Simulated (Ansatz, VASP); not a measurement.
# MgI2 in VASP and in Ansatz

INCAR

```
SYSTEM = MgI2
ALGO = Normal ; EDIFF = 1E-7
EDIFFG = -0.005 ; ENCUT = 600
GGA = CA ; IBRION = 2
ISIF = 3 ; ISMEAR = 0
LASPH = .TRUE. ; LCHARG = .FALSE.
LREAL = .FALSE. ; LWAVE = .FALSE.
NELM = 100 ; NSW = 100
PREC = Accurate ; SIGMA = 0.02
```

File KPOINTS:

```
k-points
0
G
  6 6 4
  0 0 0
```

POSCAR

```
MgI2
1.0
    4.1537001214      0.0000000000      0.0000000000
   -2.0768500607      3.5972098248      0.0000000000
    0.0000000000      0.0000000000      6.8620000000
Mg I
1 2
Direct
    0.0000000000      0.0000000000      0.0000000000
    0.3333333333      0.6666666667      0.7576300000
    0.6666666667      0.3333333333      0.2423700000
```

Input for Ansatz:

```yaml
crystal:
  lattice:
    - [4.1537001214, 0.0, 0.0]
    - [-2.0768500607, 3.5972098248, 0.0]
    - [0.0, 0.0, 6.862]
  atoms:
    - { symbol: Mg, position: [0.0, 0.0, 0.0] }
    - { symbol: I, position: [0.3333333333, 0.6666666667, 0.75763] }
    - { symbol: I, position: [0.6666666667, 0.3333333333, 0.24237] }
basis:
  ecutwfc: 520.0
kpoints:
  mp_grid: { grid: [6, 6, 4] }
hamiltonian:
  xc: lda
scf:
  occupations: { method: gaussian, width: 0.02 }
output:
  forces: true
  stress: true
  eigenvalues: true
relax:
  adjacent_minimum: "off"
  f_tol: 0.005
  max_steps: 80
  cell: { stress_tol: 0.05 }
```

Alike in both runs: task relaxation of cell and atoms; functional LDA; k mesh 6 × 6 × 4; occupations gaussian, width 0.02 eV; no spin polarisation.

|  | VASP | Ansatz |
| --- | --- | --- |
| version | VASP 6.6.1 | Ansatz 0.2.0 |
| potentials or method | VASP PAW LDA potentials, release 64 (Mg, I) | scalar-relativistic, plane waves, PAW |
| plane-wave cutoff (eV) | 600 | 520 |
| valence electrons in the cell | 16 | 44 |

```csv
,VASP,Ansatz,Ansatz less VASP
"gap on the k mesh at the Fermi level, each at its own relaxed structure (eV)",3.33,3.34,+0.014
relaxed volume (Å³/atom),32.01,32.10,+0.087
relaxed cell length with the largest relative difference (Å),4.072,4.077,+0.0050
energy change over the relaxation (meV/atom),-9,-8,+1.0
```

The two sets of potentials don't hold the same shells in valence.

Caveats: spin-orbit coupling is left out, which moves the levels of the heavy elements. Zero-point motion and thermal expansion aren't in these numbers. A k mesh can miss the band edges.
